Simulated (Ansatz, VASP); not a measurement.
# SiO2: VASP beside Ansatz, part 2 of 2

Wanted: the spread between two codes on one cell, functional and k mesh. The cell is taken from a series of runs on this material, whose earlier steps may have relaxed, scaled, displaced or heated it; both programs get it as it stands.

VASP 6.6.1 and Ansatz 0.2.0.

So far: Starting point; Ansatz: single point, HSE06.

## 3. VASP: single point, HSE06

Level of this step: HSE06; plane waves and PAW (Si, O) (VASP).

The same cell, functional and mesh now go to VASP, with its own data sets.

Lines of VASP's logs that name or quote its potential files are left out, and so is its time.

The run reads the wave functions of an earlier VASP run, which isn't shown here.

INCAR reads:

```
SYSTEM = SiO2
PREC = Accurate
ENCUT = 520
EDIFF = 1E-06
NELM = 100
ISMEAR = 0
SIGMA = 0.01
LREAL = .FALSE.
ALGO = Normal
LHFCALC = .TRUE.
AEXX = 0.25
GGA = PE
HFSCREEN = 0.208
LASPH = .TRUE.
NBANDS = 44
PRECFOCK = Fast
LORBIT = 11
LWAVE = .FALSE.
LCHARG = .FALSE.
KPAR = 8
NCORE = 2
ISIF = 2
```

POSCAR reads:

```
SiO2
1.0
   -2.5708697308      4.6812184349      4.3528412305
    2.5708697308     -4.6812184349      4.3528412305
    2.5708697308      4.6812184349     -4.3528412305
Si O
4 8
Direct
    0.9238337018      0.8423442241      0.0814894777
    0.7391452536      0.1576557759      0.5814894777
    0.0761662982      0.1576557759      0.9185105223
    0.2608547464      0.8423442241      0.4185105223
    0.1209591057      0.8709591057      0.2500000000
    0.8790408943      0.1290408943      0.7500000000
    0.7815677327      0.5000000000      0.7815677327
    0.2184322673      0.0000000000      0.7184322673
    0.2184322673      0.5000000000      0.2184322673
    0.7815677327      0.0000000000      0.2815677327
    0.0000000000      0.0000000000      0.0000000000
    0.5000000000      0.0000000000      0.5000000000
```

KPOINTS reads:

```
Automatic mesh
0
Gamma
4 4 4
0 0 0
```

The projector-augmented-wave data sets are Si and O (PBE family, release 64).

Run with:

```bash
$ mpirun -np 16 vasp_std
```

Numbers of over 12 decimals in the logs are rounded to 6 here.

What it wrote:

```text
[banner, memory and clock lines left out]
running   16 mpi-ranks, on    1 nodes
 distrk:  each k-point on    2 cores,    8 groups
 distr:  one band on    2 cores,    1 groups

 POSCAR found type information on POSCAR SiO
 POSCAR found :  2 types and      12 ions
 LDA part: xc-table for (Slater+PW92), standard interpolation
 found WAVECAR, reading the header
 POSCAR, INCAR and KPOINTS ok, starting setup
 FFT: planning ... GRIDC
 FFT: planning ... GRID_SOFT
 FFT: planning ... GRID
 reading WAVECAR
 the WAVECAR file was read successfully
 initial charge from wavefunction
 entering main loop
       N       E                     dE             d eps       ncg     rms          rms(c)
DAV:   1    -0.116357347569E+03   -0.11636E+03   -0.18238E+00  1840   0.781E+00    0.691E+00
DAV:   2    -0.116369563622E+03   -0.12216E-01   -0.60336E-02  1928   0.116E+00    0.498E+00
DAV:   3    -0.116363497000E+03    0.60666E-02   -0.61219E-03  1960   0.363E-01    0.298E+00
DAV:   4    -0.116362173260E+03    0.13237E-02   -0.18987E-03  1920   0.185E-01    0.171E+00
DAV:   5    -0.116361732792E+03    0.44047E-03   -0.20043E-04  1976   0.818E-02    0.971E-01
DAV:   6    -0.116361566586E+03    0.16621E-03   -0.63272E-05  1824   0.549E-02    0.554E-01
DAV:   7    -0.116361507670E+03    0.58916E-04   -0.19317E-05  1856   0.319E-02    0.316E-01
DAV:   8    -0.116361484621E+03    0.23049E-04   -0.57755E-06  1784   0.170E-02    0.181E-01
DAV:   9    -0.116361475025E+03    0.95956E-05   -0.21536E-06  1256   0.981E-03    0.104E-01
DAV:  10    -0.116361470806E+03    0.42186E-05   -0.10985E-06  1184   0.690E-03    0.589E-02
DAV:  11    -0.116361468794E+03    0.20126E-05   -0.33866E-07  1224   0.373E-03    0.337E-02
DAV:  12    -0.116361467788E+03    0.10058E-05   -0.17508E-07  1168   0.271E-03    0.190E-02
DAV:  13    -0.116361467269E+03    0.51946E-06   -0.72735E-08  1192   0.171E-03
   1 F= -.11636147E+03 E0= -.11636147E+03  d E =-.882622E-14
```

Parts of OUTCAR (step 3):

```text
ion  position               nearest neighbor table
   1  0.924  0.842  0.081-  11 1.57  10 1.59   7 1.59   5 1.60   2 3.03   2 3.03   3 3.14
   2  0.739  0.158  0.581-  12 1.57  10 1.59   7 1.59   6 1.60   1 3.03   1 3.03   4 3.14
   3  0.076  0.158  0.919-  11 1.57   8 1.59   9 1.59   6 1.60   4 3.03   4 3.03   1 3.14
   4  0.261  0.842  0.419-  12 1.57   9 1.59   8 1.59   5 1.60   3 3.03   3 3.03   2 3.14
   5  0.121  0.871  0.250-   4 1.60   1 1.60
   6  0.879  0.129  0.750-   2 1.60   3 1.60
   7  0.782  0.500  0.782-   1 1.59   2 1.59
   8  0.218  0.000  0.718-   3 1.59   4 1.59
   9  0.218  0.500  0.218-   3 1.59   4 1.59
  10  0.782  0.000  0.282-   1 1.59   2 1.59
  11  0.000  0.000  0.000-   1 1.57   3 1.57
  12  0.500  0.000  0.500-   2 1.57   4 1.57

  LATTYP: Found a body centered orthorhombic cell.
 ALAT       =     5.1417394616
 B/A-ratio  =     1.6931395544
 C/A-ratio  =     1.8208695598

 Subroutine GETGRP returns: Found  8 space group operations
 (whereof  4 operations were pure point group operations)

The static configuration has the point symmetry C_2h.
 The point group associated with its full space group is D_2h.

 Found     18 irreducible k-points:

   k-points           NKPTS =     18   k-points in BZ     NKDIM =     64   number of bands    NBANDS=     44

   dimension x,y,z NGX =    54 NGY =   54 NGZ =   54
   dimension x,y,z NGXF=   108 NGYF=  108 NGZF=  108

   ENCUT  =  520.0 eV  38.22 Ry    6.18 a.u.  12.81 12.81 12.81*2*pi/ulx,y,z

   NELECT =      64.0000    total number of electrons

 k-points in reciprocal lattice and weights: Automatic mesh
   0.00000000  0.00000000  0.00000000       0.016
   0.25000000  0.00000000  0.00000000       0.062
   0.50000000  0.00000000  0.00000000       0.031
   0.00000000  0.25000000  0.00000000       0.062
   0.25000000  0.25000000  0.00000000       0.125
   0.50000000  0.25000000 -0.00000000       0.125
  -0.25000000  0.25000000  0.00000000       0.062
   0.00000000  0.50000000  0.00000000       0.031
   0.25000000  0.50000000 -0.00000000       0.125
[...]
-0.25000000 -0.25000000  0.25000000       0.031
   0.50000000  0.50000000  0.50000000       0.016

  exchange ACFDT corr.  =         0.00000000  see jH, gK, PRB 81, 115126

 average (electrostatic) potential at core
       1 -85.0779       2 -85.0779       3 -85.0779       4 -85.0779       5 -68.8827
       6 -68.8827       7 -68.6314       8 -68.6314       9 -68.6314      10 -68.6314
      11 -68.6056      12 -68.6056

 E-fermi :  -2.3009

 k-point     1 :       0.0000    0.0000    0.0000
  band No.  band energies     occupation
    ...
     28      -3.9912      2.00000
     29      -3.5428      2.00000
     30      -3.1970      2.00000
     31      -3.0380      2.00000
     32      -2.3489      2.00000
     33       4.7739      0.00000
     34       7.6246      0.00000
     35       8.5609      0.00000
     36       8.8251      0.00000
     37       8.9927      0.00000
    ...

 k-point     2 :       0.2500    0.0000    0.0000
  band No.  band energies     occupation
    ...
     28      -3.7559      2.00000
     29      -3.3300      2.00000
     30      -3.1103      2.00000
     31      -2.9756      2.00000
     32      -2.4415      2.00000
     33       5.1168      0.00000
     34       7.1725      0.00000
     35       8.2986      0.00000
     36       8.7650      0.00000
     37       9.0933      0.00000
    ...

 k-point     3 :       0.5000    0.0000    0.0000
  band No.  band energies     occupation
    ...
     28      -3.7365      2.00000
     29      -3.1267      2.00000
     30      -3.0870      2.00000
     31      -2.7434      2.00000
     32      -2.6476      2.00000
     33       5.8663      0.00000
     34       6.2186      0.00000
     35       8.3512      0.00000
     36       8.8085      0.00000
     37       9.1028      0.00000
    ...

  Total       10.5804368      4.3971523     11.2882727      0.0000000      0.0000000      0.0000000
  in kB       80.8988566     33.6209741     86.3110260      0.0000000      0.0000000      0.0000000
  external PRESSURE =      66.9436189 kB  Pullay stress =       0.0000000 kB

  energy-cutoff  :      520.00
  volume of cell :      209.54
      direct lattice vectors                 reciprocal lattice vectors
    -2.570869731  4.681218435  4.352841231     0.000000000  0.106809799  0.114867502
     2.570869731 -4.681218435  4.352841231     0.194486712  0.000000000  0.114867502
     2.570869731  4.681218435 -4.352841231     0.194486712  0.106809799  0.000000000

 POSITION                                       TOTAL-FORCE (eV/Angst)
 -----------------------------------------------------------------------------------
      0.00000      0.76294      7.33318        -0.000000     -0.108440      0.082816
      0.00000      5.44416      1.37250        -0.000000     -0.108440     -0.082816
      2.57087      3.91828     -2.98034         0.000000      0.108440     -0.082816
      2.57087     -0.76294      2.98034         0.000000      0.108440      0.082816
      2.57087     -2.34061      3.22945         0.000000      0.000000      0.004921
     -0.00000      7.02183      1.12339        -0.000000      0.000000     -0.004921
      1.28543      4.97677      2.17642         0.000000      0.020932     -0.000000
      1.28543      4.38567     -2.17642        -0.000000     -0.020932     -0.000000
      1.28543     -0.29555      2.17642        -0.000000     -0.020932     -0.000000
     -1.28543      4.97677      2.17642         0.000000      0.020932     -0.000000
      0.00000      0.00000      0.00000         0.000000      0.000000     -0.000000
      0.00000      4.68122      0.00000         0.000000      0.000000     -0.000000
 -----------------------------------------------------------------------------------
    total drift:                               -0.000001      0.000002     -0.000001

  FREE ENERGIE OF THE ION-ELECTRON SYSTEM (eV)
  ---------------------------------------------------
  free  energy   TOTEN  =      -116.3614672685 eV

  energy  without entropy=     -116.3614672685  energy(sigma->0) =     -116.36146727

 total charge
# of ion       s       p       d       tot
------------------------------------------
    1        0.666   1.071   0.000   1.737
    2        0.666   1.071   0.000   1.737
    3        0.666   1.071   0.000   1.737
    4        0.666   1.071   0.000   1.737
    5        1.555   3.758   0.000   5.313
    6        1.555   3.758   0.000   5.313
    7        1.562   3.762   0.000   5.324
    8        1.562   3.762   0.000   5.324
    9        1.562   3.762   0.000   5.324
   10        1.562   3.762   0.000   5.324
   11        1.556   3.800   0.000   5.356
   12        1.556   3.800   0.000   5.356
--------------------------------------------------
tot         15.135  34.449   0.000  49.584

[... 3 further parts left out ...]
```

The run ends at a pressure of 6.69 GPa, with forces up to 0.14 eV/Å.

## 4. Differences

Known differences besides the potentials themselves: exact exchange at q = 0 is treated differently, which shows on coarse meshes; VASP keeps PBE cores, Ansatz makes them for the functional; fixed occupations in Ansatz, narrow Gaussian smearing in VASP; the cutoff is 420 eV in Ansatz and 520 eV in VASP; VASP takes a coarser grid for exact exchange (PRECFOCK = Fast). Total energies have different zeros and are not compared.

The two programs side by side:

| quantity | Ansatz | VASP | difference |
| --- | --- | --- | --- |
| gap on the k mesh (eV) | 7.125 | 7.123 | +0.002 |

A gap on the mesh is an upper bound, since the band edges may lie between its points.

## 5. What came out

```json
{"difference in gap on the k mesh (single point, HSE06)": "0.0020 eV"}
```

**Reading.** The difference in gap on the k mesh is 0.0020 eV (single point, HSE06), within the 0.08 eV picked in this series as the mark of a large difference. Such differences can come from data sets, numerical settings and the points named under the comparisons, not from the functional's error against experiment.

[Lines on the potential files, build, host, timing and source positions are cut from VASP's logs without a mark.]

[Logs are printed without paths, hosts, clocks, repeated set-up lines and the standing remarks that a program may print on its own settings, such as how far it seeks lower states.]

[Hosts, paths, dates, database ids (printed as entryN), source tags and the programs' standing remarks are cut or masked in the printed files.]
